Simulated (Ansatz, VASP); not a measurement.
Zr2C in VASP and in Ansatz

```
Zr C
1.0
     4.54135    0.00000    0.00000
    -2.27068    3.93293    0.00000
     0.00000    0.00000    2.75646
Zr C
2 1
Direct
  0.33333 0.66667 0.00000
  0.66667 0.33333 0.00000
  0.00000 0.00000 0.50000
```

Alike in both runs: functional PBE; k mesh 12 × 12 × 16; occupations gaussian, width 0.1 eV; no spin polarisation.

Ansatz relaxed the structure, and its values are those at the end. VASP's run is a single point on that final structure, the one shown.

```csv
,VASP,Ansatz
version,VASP 6.6.1,Ansatz 0.2.0
potentials or method,"VASP PAW PBE potentials, release 64 (Zr_sv, C)","scalar-relativistic, plane waves, PAW"
plane-wave cutoff (eV),520,420
valence electrons in the cell,28,28
```

|  | VASP | Ansatz | Ansatz less VASP |
| --- | --- | --- | --- |
| gap on the k mesh at the Fermi level (eV) | none | none | - |
| pressure (GPa) | 0.2 | 0.0 | -0.21 |

A gap of «none» marks a metal or a gap that the smearing closes. With one functional, cell and mesh, what is left measures potentials, basis and numerics.
